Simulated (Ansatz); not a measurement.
A run of Ansatz 0.2.0 is set up as follows.

input.yaml

```yaml
crystal:
  lattice:
    - [0.0, 2.4734634191, 2.4734634191]
    - [2.4734634191, 0.0, 2.4734634191]
    - [2.4734634191, 2.4734634191, 0.0]
  atoms:
    - { symbol: Mn, position: [0.0, 0.0, 0.0], spin: 4.0 }
    - { symbol: S, position: [0.75, 0.75, 0.75] }
kpoints:
  mp_grid: { grid: [9, 9, 9] }
  band_path:
    path:
      - [0.0, 0.0, 0.0]
      - [0.5, 0.0, 0.5]
      - [0.5, 0.25, 0.75]
      - [0.375, 0.375, 0.75]
      - [0.0, 0.0, 0.0]
      - [0.5, 0.5, 0.5]
      - [0.625, 0.25, 0.625]
      - [0.5, 0.25, 0.75]
    npoints: 12
scf:
  occupations: { method: fermi_dirac, width: 0.05 }
hamiltonian:
  xc: pbesol
  pseudopotentials: { kind: all_electron, lapw: { basis_error: 0.001 } }
magnetization:
  spin_polarized: true
output:
  forces: true
  stress: true
  eigenvalues: true
```

Potentials or basis: all-electron LAPW, scalar-relativistic.

Run with:

```console
$ ansatz run input.yaml --threads 2 --pin off --max-ram 6144MiB --backend cpu --events-out ev --progress --plain --runs-dir out
```

Q: What does it give for the absolute moment?

A: 0.26 μB per cell.

Q: Estimate the band gap along the path.

A: None (metal or under the smearing width).

Levels at the corners of the path, in eV from the Fermi level:
Spin up:
```csv
point,band 13,band 14,band 15,band 16,band 17,band 18
Γ,-0.89,-0.89,3.66,3.67,3.67,3.67
X,-1.82,-0.30,-0.23,0.18,0.18,5.44
W,-1.90,-1.05,-0.23,0.42,1.25,7.01
K,-1.79,-0.67,-0.42,0.69,0.97,5.94
Γ,-0.89,-0.89,3.66,3.67,3.67,3.67
L,-0.63,-0.63,-0.41,1.88,1.88,5.36
U,-1.79,-0.67,-0.42,0.69,0.97,5.94
W,-1.90,-1.05,-0.23,0.42,1.25,7.01
```
Spin down:
```csv
point,band 10,band 11,band 12,band 13,band 14,band 15,band 16,band 17,band 18,band 19
Γ,-4.67,-4.67,-4.67,-0.62,-0.62,3.69,3.76,3.76,3.76,7.81
X,-6.71,-4.02,-4.02,-1.72,-0.07,0.07,0.31,0.31,5.53,6.77
W,-5.82,-5.29,-4.17,-1.80,-0.88,0.05,0.56,1.47,7.06,9.24
K,-6.16,-4.99,-4.10,-1.67,-0.45,-0.24,0.88,1.15,6.03,8.35
Γ,-4.67,-4.67,-4.67,-0.62,-0.62,3.69,3.76,3.76,3.76,7.81
L,-6.66,-4.38,-4.38,-0.38,-0.38,-0.28,1.98,1.98,5.40,8.56
U,-6.16,-4.99,-4.10,-1.67,-0.45,-0.24,0.88,1.15,6.03,8.35
W,-5.82,-5.29,-4.17,-1.80,-0.88,0.05,0.56,1.47,7.06,9.24
```

Caveat: the moment fell far below its start of 4 μB, so a state of higher moment may lie lower in energy; semilocal functionals often make such compounds metallic where correlation or magnetic order opens a gap, which also shifts bond lengths; the starting moments weren't kept.
